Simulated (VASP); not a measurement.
# InAs (F-43m) in VASP: further runs, part 2 of 2

VASP 6.6.1. The steps go on from the part before.

## Step 3: Single point, PBE (26.82 Å³/atom)

This run uses another cell than the first one, of 26.82 Å³/atom.

INCAR reads:

```
ALGO = Normal
EDIFF = 1E-7
ENCUT = 520
GGA = PE
ISIF = 2
ISMEAR = -1
LASPH = True
LCHARG = False
LREAL = False
LWAVE = False
NBANDS = 16
NELM = 80
PREC = Accurate
SIGMA = 0.08
```

KPOINTS reads:

```
k-points
0
Gamma
  10 10 10
```

POSCAR reads:

```
InAs
1.0
    0.0000000000      2.9934524569      2.9934524569
    2.9934524569      0.0000000000      2.9934524569
    2.9934524569      2.9934524569      0.0000000000
In As
1 1
Direct
    0.0000000000      0.0000000000      0.0000000000
    0.7500000000      0.7500000000      0.7500000000
```

Potentials or basis: VASP PAW PBE potentials, release 64 (In_d, As).

Run with:

```
> cat potpaw_PBE.64/In_d/POTCAR potpaw_PBE.64/As/POTCAR > POTCAR
> mpirun -np 1 vasp_std > vasp.out
```

OUTCAR:

```text
EDIFF = 1E-7
   ENCUT = 520
   GGA = PE
   ISIF = 2
   ISMEAR = -1
   LASPH = True
   LREAL = False
   NELM = 80
   PREC = Accurate

 ion  position               nearest neighbor table
   1  0.000  0.000  0.000-   2 2.59   2 2.59   2 2.59   2 2.59
   2  0.750  0.750  0.750-   1 2.59   1 2.59   1 2.59   1 2.59

  LATTYP: Found a face centered cubic cell.
 ALAT       =     5.9869049138

  Lattice vectors:

 A1 = (   0.0000000000,   2.9934524569,   2.9934524569)
 A2 = (   2.9934524569,   0.0000000000,   2.9934524569)
 A3 = (   2.9934524569,   2.9934524569,   0.0000000000)

Analysis of symmetry for initial positions (statically):
=====================================================================
 Subroutine PRICEL returns:
 Original cell was already a primitive cell.

 Routine SETGRP: Setting up the symmetry group for a
 face centered cubic supercell.

 Subroutine GETGRP returns: Found 24 space group operations
 (whereof 24 operations were pure point group operations)
 out of a pool of 48 trial point group operations.

The static configuration has the point symmetry T_d .

Analysis of symmetry for dynamics (positions and initial velocities):
=====================================================================
 Subroutine PRICEL returns:
 Original cell was already a primitive cell.

 Routine SETGRP: Setting up the symmetry group for a
 face centered cubic supercell.

 Subroutine GETGRP returns: Found 24 space group operations
 (whereof 24 operations were pure point group operations)
 out of a pool of 48 trial point group operations.

The dynamic configuration has the point symmetry T_d .

 Subroutine INISYM returns: Found 24 space group operations
 (whereof 24 operations are pure point group operations),
 and found     1 'primitive' translations

----------------------------------------------------------------------------------------

                                     Primitive cell

  volume of cell :      53.6472

  direct lattice vectors                    reciprocal lattice vectors
     0.000000000  2.993452457  2.993452457    -0.167031215  0.167031215  0.167031215
     2.993452457  0.000000000  2.993452457     0.167031215 -0.167031215  0.167031215
     2.993452457  2.993452457  0.000000000     0.167031215  0.167031215 -0.167031215

  length of vectors
     4.233381063  4.233381063  4.233381063     0.289306550  0.289306550  0.289306550

  position of ions in fractional coordinates (direct lattice)
     0.000000000  0.000000000  0.000000000
     0.750000000  0.750000000  0.750000000

  ion indices of the primitive-cell ions
   primitive index   ion index
                 1           1
                 2           2

----------------------------------------------------------------------------------------

 KPOINTS: k-points

Automatic generation of k-mesh.
 Grid dimensions read from file:
 generate k-points for:   10   10   10

 Generating k-lattice:

  Cartesian coordinates                     Fractional coordinates (reciprocal lattice)
    -0.016703121  0.016703121  0.016703121     0.100000000  0.000000000  0.000000000
     0.016703121 -0.016703121  0.016703121     0.000000000  0.100000000  0.000000000
     0.016703121  0.016703121 -0.016703121     0.000000000  0.000000000  0.100000000

  Length of vectors
     0.028930655  0.028930655  0.028930655

  Shift w.r.t. Gamma in fractional coordinates (k-lattice)
     0.000000000  0.000000000  0.000000000

 Subroutine IBZKPT returns following result:
 ===========================================

 Found     47 irreducible k-points:

 Following reciprocal coordinates:
            Coordinates               Weight
  0.000000  0.000000  0.000000      1.000000
  0.100000  0.000000  0.000000      8.000000
  0.200000  0.000000  0.000000      8.000000
  0.300000  0.000000  0.000000      8.000000
  0.400000  0.000000  0.000000      8.000000
  0.500000  0.000000  0.000000      4.000000
[... 16 lines left out ...]
  0.300000  0.300000  0.000000      6.000000
  0.400000  0.300000  0.000000     24.000000
 [... further k-points ...]
   k-points           NKPTS =     47   k-points in BZ     NKDIM =     47   number of bands    NBANDS=     16
   number of dos      NEDOS =    301   number of ions     NIONS =      2
   total plane-waves  NPLWV =  32768
   dimension x,y,z NGX =    32 NGY =   32 NGZ =   32
   dimension x,y,z NGXF=    64 NGYF=   64 NGZF=   64
   ions per type =               1   1
   NGX,Y,Z   is equivalent  to a cutoff of  12.57, 12.57, 12.57 a.u.
   NGXF,Y,Z  is equivalent  to a cutoff of  25.13, 25.13, 25.13 a.u.
 SYSTEM =  unknown system
   PREC   = accura    normal or accurate (medium, high low for compatibility)
   ISTART =      0    job   : 0-new  1-cont  2-samecut
   ICHARG =      2    charge: 1-file 2-atom 10-const
   ISPIN  =      1    spin polarized calculation?
   LNONCOLLINEAR =      F non collinear calculations
   LSORBIT =      F    spin-orbit coupling
   LASPH  =      T    aspherical Exc in radial PAW
   ENCUT  =  520.0 eV  38.22 Ry    6.18 a.u.   7.87  7.87  7.87*2*pi/ulx,y,z
   NELM   =     80;   NELMIN=  2; NELMDL= -5     # of ELM steps
   EDIFF  = 0.1E-06   stopping-criterion for ELM
   LREAL  =      F    real-space projection
   EDIFFG = 0.1E-05   stopping-criterion for IOM
   NSW    =      0    number of steps for IOM
   IBRION =     -1    ionic relax: 0-MD 1-quasi-New 2-CG
   NFREE  =      0    steps in history (QN), initial steepest desc. (CG)
   ISIF   =      2    stress and relaxation
   ISYM   =      2    0-nonsym 1-usesym 2-fastsym
   POTIM  = 0.5000    time-step for ionic-motion
   TEBEG  =    0.0;   TEEND  =   0.0 temperature during run
   PSTRESS=    0.0 pullay stress
   NELECT =      18.0000    total number of electrons
   NUPDOWN=      -1.0000    fix difference up-down
   EMIN   =  10.00;   EMAX   =-10.00  energy-range for DOS
   EFERMI =   0.00;   METHOD = LEGACY
   ISMEAR =    -1;   SIGMA  =   0.08  broadening in eV -4-tet -1-fermi 0-gaus
   EFERMI_NEDOS =   21; number of points for ismear=-14 and -15
   IALGO  =     38    algorithm
   IMIX   =      4    mixing-type and parameters
     AMIX     =   0.40;   BMIX     =  1.00
     AMIX_MAG =   1.60;   BMIX_MAG =  1.00
  volume/ion in A,a.u.               =      26.82       181.01
  Fermi-wavevector in a.u.,A,eV,Ry     =   1.137584  2.149721 17.607249  1.294096
  Thomas-Fermi vector in A             =   2.274288
   LORBIT       =      0    0 simple, 1 ext, 2 COOP (PROOUT), +10 PAW based schemes
   GGA     = PE    functional components
   LHFCALC =     F    Hartree Fock is set to
   AEXX    =    0.0000 exact exchange contribution
   IVDW    =     0    specifies the selected vdW correction
   LEPSILON=     F    determine dielectric tensor
   LRPA    =     F    only Hartree local field effects (RPA)
 non-spin polarized calculation
  energy-cutoff  :      520.00
  volume of cell :       53.65
 maximum number of plane-waves:      1459
   NGX = 15   NGY = 15   NGZ = 15

 number of electron      18.0000000 magnetization

 Free energy of the ion-electron system (eV)
  ---------------------------------------------------
  ext. energy  EPLUGINS =         0.00000000
  ---------------------------------------------------
  free energy    TOTEN  =        -7.62118524 eV

  energy without entropy =       -7.62048693  energy(sigma->0) =       -7.62083608

 E-fermi :   4.9839     XC(G=0):  -9.2252

 val. band max:        4.8168156587   @ k =   0.0000   0.0000   0.0000
 cond. band min:       5.8395896881   @ k =   0.5000   0.0000   0.0000
 fundamental gap:      1.0227740293
 Fermi energy:         4.9838603751

 k-point     1 :       0.0000    0.0000    0.0000
  band No.  band energies     occupation
      1      -9.6398      2.00000
      2      -9.6398      2.00000
      3      -9.6398      2.00000
      4      -9.5009      2.00000
      5      -9.5009      2.00000
      6      -7.2433      2.00000
[... 8 lines left out ...]
     15      14.5756      0.00000
     16      14.5756      0.00000
[... 419 lines left out ...]
 k-point    24 :       0.4000    0.3000    0.0000
  band No.  band energies     occupation
      1      -9.8051      2.00000
      2      -9.5731      2.00000
      3      -9.5704      2.00000
      4      -9.5310      2.00000
      5      -9.4818      2.00000
      6      -5.7002      2.00000
[... 8 lines left out ...]
     15      15.9794      0.00000
     16      17.0955      0.00000

 [... further k-points ...]

------------------------ aborting loop because EDIFF is reached ----------------------------------------

  FORCE on cell =-STRESS in cart. coord.  units (eV):
  Direction    XX          YY          ZZ          XY          YZ          ZX
  --------------------------------------------------------------------------------------
  -------------------------------------------------------------------------------------
  Total        2.0480050      2.0480050      2.0480050      0.0000000      0.0000000     -0.0000000
  in kB       61.1638072     61.1638072     61.1638072      0.0000000      0.0000000     -0.0000000
  external PRESSURE =      61.1638072 kB  Pullay stress =       0.0000000 kB

 VOLUME and BASIS-vectors are now :
 -----------------------------------------------------------------------------
  energy-cutoff  :      520.00
  volume of cell :       53.65
      direct lattice vectors                 reciprocal lattice vectors
     0.000000000  2.993452457  2.993452457    -0.167031215  0.167031215  0.167031215
     2.993452457  0.000000000  2.993452457     0.167031215 -0.167031215  0.167031215
     2.993452457  2.993452457  0.000000000     0.167031215  0.167031215 -0.167031215

 POSITION                                       TOTAL-FORCE (eV/Angst)
 -----------------------------------------------------------------------------------
      0.00000      0.00000      0.00000         0.000000      0.000000      0.000000
      4.49018      4.49018      4.49018        -0.000000     -0.000000     -0.000000
 -----------------------------------------------------------------------------------
    total drift:                                0.000000      0.000000      0.000000

  FREE ENERGIE OF THE ION-ELECTRON SYSTEM (eV)
  ---------------------------------------------------
  free  energy   TOTEN  =        -7.6211852383 eV

  energy  without entropy=       -7.6204869310  energy(sigma->0) =       -7.62083608
```

Run time: 20 s. Hardware: 1 thread of AMD EPYC 9R45 (Zen 5), shared host; peak memory 0.16 GiB.

Results:

| Quantity | Value |
| --- | --- |
| Free energy | -7.6212 eV |
| Pressure | 6.1 GPa |
| Band gap on the k mesh | zero (filled and empty bands touch) |

Caveat: the cell stands under pressure; semilocal functionals underestimate gaps, so a narrow gap can read as zero; spin-orbit coupling is left out, which moves the levels of the heavy elements.

## Step 4: Single point, PBE (28.48 Å³/atom)

This run uses another cell than the first one, of 28.48 Å³/atom.

INCAR reads:

```
SYSTEM = InAs
ALGO     = Normal         ! electronic algorithm
EDIFF    = 1E-6           ! SCF threshold, eV
ENCUT    = 520            ! plane-wave cutoff, eV
GGA      = PE             ! functional
ISIF     = 2              ! what is computed and relaxed
ISMEAR   = -1             ! smearing method
LASPH    = .True.         ! aspherical terms in the spheres
LCHARG   = .False.        ! write CHGCAR
LREAL    = .False.        ! projectors in reciprocal space
LWAVE    = .False.        ! write WAVECAR
NBANDS   = 16             ! bands
NELM     = 60             ! most SCF steps
PREC     = Accurate       ! precision mode
SIGMA    = 0.08           ! smearing width, eV
```

KPOINTS reads:

```
k-points
0
Gamma
  10 10 10
  0 0 0
```

POSCAR reads:

```
InAs
1.0
    0.0000000000      3.0539425414      3.0539425414
    3.0539425414      0.0000000000      3.0539425414
    3.0539425414      3.0539425414      0.0000000000
In As
1 1
Direct
    0.0000000000      0.0000000000      0.0000000000
    0.7500000000      0.7500000000      0.7500000000
```

Run with:

```
> cat potpaw_PBE.64/In_d/POTCAR potpaw_PBE.64/As/POTCAR > POTCAR
> mpirun -np 1 vasp_std > vasp.out
```

Wall time 17 s (1 thread of AMD EPYC 9R45 (Zen 5), shared host); peak memory 0.17 GiB.

Results (log left out):

| Item | Value |
| --- | --- |
| Free energy | -7.7047 eV |
| Pressure | 2.1 GPa |
| Band gap on the k mesh | zero (filled and empty bands touch) |

Levels at points of the mesh, in eV from the Fermi level:
| k point | band 6 | band 7 | band 8 | band 9 | band 10 | band 11 | band 12 | band 13 |
| --- | --- | --- | --- | --- | --- | --- | --- | --- |
| (0.00, 0.00, 0.00) | -11.84 | -0.52 | -0.17 | -0.17 | -0.17 | 3.72 | 3.72 | 3.72 |
| (0.50, 0.00, 0.00) | -10.46 | -5.78 | -1.12 | -1.12 | 0.72 | 4.49 | 4.49 | 6.64 |
| (0.50, 0.50, 0.00) | -9.95 | -5.88 | -2.39 | -2.39 | 1.43 | 1.88 | 8.82 | 8.89 |

Caveat: semilocal functionals underestimate gaps, so a narrow gap can read as zero; spin-orbit coupling is left out, which moves the levels of the heavy elements.

## Step 5: Single point, PBE+D3(BJ)

This run uses another cell than the first one, of 28.48 Å³/atom.

INCAR reads:

```
SYSTEM = InAs
  PREC = Accurate
  ENCUT = 520
  EDIFF = 1E-6
  ISMEAR = -1
  SIGMA = 0.08
  LREAL = .FALSE.
  LASPH = .TRUE.
  NELM = 60
  ALGO = Normal
  ISIF = 2
  LWAVE = .FALSE.
  LCHARG = .FALSE.
  GGA = PE
  IVDW = 12
  NBANDS = 16
```

KPOINTS reads:

```
Automatic mesh
0
G
  10 10 10
  0 0 0
```

POSCAR is that of step 4.

Potentials or basis: VASP PAW PBE potentials, release 64 (In_d, As).

Run with:

```
> cat potpaw_PBE.64/In_d/POTCAR potpaw_PBE.64/As/POTCAR > POTCAR
> mpirun -np 1 vasp_std > vasp.out
```

OUTCAR:

```text
SYSTEM = InAs
   PREC = Accurate
   ENCUT = 520
   EDIFF = 1E-6
   ISMEAR = -1
   LREAL = .FALSE.
   LASPH = .TRUE.
   NELM = 60
   ISIF = 2
   GGA = PE
   IVDW = 12
 IVDW          = 12

 ion  position               nearest neighbor table
   1  0.000  0.000  0.000-   2 2.64   2 2.64   2 2.64   2 2.64
   2  0.750  0.750  0.750-   1 2.64   1 2.64   1 2.64   1 2.64

  LATTYP: Found a face centered cubic cell.
 ALAT       =     6.1078850828

  Lattice vectors:

 A1 = (   0.0000000000,   3.0539425414,   3.0539425414)
 A2 = (   3.0539425414,   0.0000000000,   3.0539425414)
 A3 = (   3.0539425414,   3.0539425414,   0.0000000000)

Analysis of symmetry for initial positions (statically):
=====================================================================
 Subroutine PRICEL returns:
 Original cell was already a primitive cell.

 Routine SETGRP: Setting up the symmetry group for a
 face centered cubic supercell.

 Subroutine GETGRP returns: Found 24 space group operations
 (whereof 24 operations were pure point group operations)
 out of a pool of 48 trial point group operations.

The static configuration has the point symmetry T_d .

Analysis of symmetry for dynamics (positions and initial velocities):
[... 161 lines left out ...]
 cond. band min:       5.0643250575   @ k =   0.1000   0.0000   0.0000
 fundamental gap:      0.8567071494
 Fermi energy:         4.3790741806

 k-point     1 :       0.0000    0.0000    0.0000
  band No.  band energies     occupation
      1     -10.1248      2.00000
      2     -10.1248      2.00000
      3     -10.1248      2.00000
      4     -10.0110      2.00000
      5     -10.0110      2.00000
      6      -7.4635      2.00000
[... 433 lines left out ...]
      3     -10.0689      2.00000
      4     -10.0343      2.00000
      5      -9.9956      2.00000
      6      -6.0892      2.00000
[... 8 lines left out ...]
     15      15.1931      0.00000
     16      16.0970      0.00000

 [... further k-points ...]

------------------------ aborting loop because EDIFF is reached ----------------------------------------

 Edisp (eV)   -0.62510

 E8    (eV) :    -0.2896

  FORCE on cell =-STRESS in cart. coord.  units (eV):
  Direction    XX          YY          ZZ          XY          YZ          ZX
  --------------------------------------------------------------------------------------
  -------------------------------------------------------------------------------------
  Total       0.05022     0.05022     0.05022     0.00000     0.00000     0.00000
  in kB       1.41244     1.41244     1.41244     0.00000     0.00000     0.00000
  external pressure =        1.41 kB  Pullay stress =        0.00 kB

 VOLUME and BASIS-vectors are now :
 -----------------------------------------------------------------------------
  energy-cutoff  :      520.00
  volume of cell :       56.97
      direct lattice vectors                 reciprocal lattice vectors
     0.000000000  3.053942541  3.053942541    -0.163722792  0.163722792  0.163722792
     3.053942541  0.000000000  3.053942541     0.163722792 -0.163722792  0.163722792
     3.053942541  3.053942541  0.000000000     0.163722792  0.163722792 -0.163722792

 POSITION                                       TOTAL-FORCE (eV/Angst)
 -----------------------------------------------------------------------------------
      0.00000      0.00000      0.00000         0.000000      0.000000      0.000000
      4.58091      4.58091      4.58091         0.000000     -0.000000     -0.000000
 -----------------------------------------------------------------------------------
    total drift:                                0.000000      0.000000      0.000000

  FREE ENERGIE OF THE ION-ELECTRON SYSTEM (eV)
  ---------------------------------------------------
  free  energy   TOTEN  =        -8.3297558573 eV

  energy  without entropy=       -8.3290334336  energy(sigma->0) =       -8.32939465
```

OSZICAR:

```text
N       E                     dE             d eps       ncg     rms          rms(c)
DAV:   1     0.114063306129E+03    0.11406E+03   -0.83202E+03  1512   0.122E+03
DAV:   2    -0.187666224217E+00   -0.11425E+03   -0.10940E+03  1648   0.298E+02
DAV:   3    -0.777073172358E+01   -0.75831E+01   -0.75436E+01  1960   0.749E+01
DAV:   4    -0.796098322610E+01   -0.19025E+00   -0.19021E+00  1864   0.132E+01
DAV:   5    -0.797093354631E+01   -0.99503E-02   -0.99502E-02  2280   0.258E+00    0.434E+00
DAV:   6    -0.772531549730E+01    0.24562E+00   -0.37289E-01  2344   0.997E+00    0.240E+00
DAV:   7    -0.770264718665E+01    0.22668E-01   -0.11036E-01  2088   0.285E+00    0.717E-01
DAV:   8    -0.770383247386E+01   -0.11853E-02   -0.12756E-02  1888   0.126E+00    0.180E-01
DAV:   9    -0.770443766139E+01   -0.60519E-03   -0.94564E-04  1856   0.265E-01    0.107E-01
DAV:  10    -0.770460723347E+01   -0.16957E-03   -0.19475E-04  1896   0.191E-01    0.585E-02
DAV:  11    -0.770465673251E+01   -0.49499E-04   -0.11135E-04  1760   0.113E-01    0.362E-02
DAV:  12    -0.770465709863E+01   -0.36611E-06   -0.57627E-06  1784   0.262E-02
   1 F= -.83297559E+01 E0= -.83293946E+01  d E =-.722424E-03
```

Wall time 17 s (1 thread of AMD EPYC 9R45 (Zen 5), shared host); peak memory 0.18 GiB.

Results:

- Free energy: -8.3298 eV
- Pressure: 0.1 GPa
- Band gap on the k mesh: zero (filled and empty bands touch)
- Dispersion energy per atom: -0.313 eV

Levels at points of the mesh, in eV from the Fermi level:
| k point | band 5 | band 6 | band 7 | band 8 | band 9 | band 10 | band 11 | band 12 | band 13 | band 14 |
| --- | --- | --- | --- | --- | --- | --- | --- | --- | --- | --- |
| (0.00, 0.00, 0.00) | -14.39 | -11.84 | -0.52 | -0.17 | -0.17 | -0.17 | 3.72 | 3.72 | 3.72 | 7.23 |
| (0.50, 0.00, 0.00) | -14.38 | -10.46 | -5.78 | -1.12 | -1.12 | 0.72 | 4.49 | 4.49 | 6.64 | 8.71 |
| (0.50, 0.50, 0.00) | -14.37 | -9.95 | -5.88 | -2.39 | -2.39 | 1.43 | 1.88 | 8.82 | 8.89 | 8.89 |

Caveat: three body term missing; semilocal functionals underestimate gaps, so a narrow gap can read as zero; spin-orbit coupling is left out, which moves the levels of the heavy elements.

## Step 6: The runs side by side

```tsv
level	cell	gap on the mesh (eV)	pressure (GPa)
PBE	a = 4.190 Å, angles 60.0°, 2 atoms	-	8.6
PBE	a = 4.233 Å, angles 60.0°, 2 atoms	none	6.1
PBE	a = 4.319 Å, angles 60.0°, 2 atoms	none	2.1
PBE+D3(BJ)	a = 4.319 Å, angles 60.0°, 2 atoms	none	0.1
```

Alike in all rows: task single point; potentials or basis VASP PAW PBE potentials, release 64 (In_d, As); no spin polarisation; k mesh 10 × 10 × 10; cutoff (eV) 520; smearing fermi-dirac 0.08 eV.

Caveats: spin-orbit coupling is left out, which moves the levels of the heavy elements; semilocal functionals underestimate gaps, so a narrow gap can read as zero (at least some runs); the cell stands under pressure (at least some runs); three body term missing (at least some runs).

Absolute energies hang on the potentials; compare differences alone.

## Step 7: How close it comes

Step 5. A measured gap of InAs is 0.418 eV (direct; 4.2 K; a printed reference work, data compilation); the calculated 0.00 eV misses it by -0.42 eV. Spin-orbit coupling on As, In is left out. The value is that of PBE+D3(BJ) on a finite k mesh, which can miss the band edges, without temperature or zero-point motion. Semilocal functionals fall short of measured gaps as a rule.
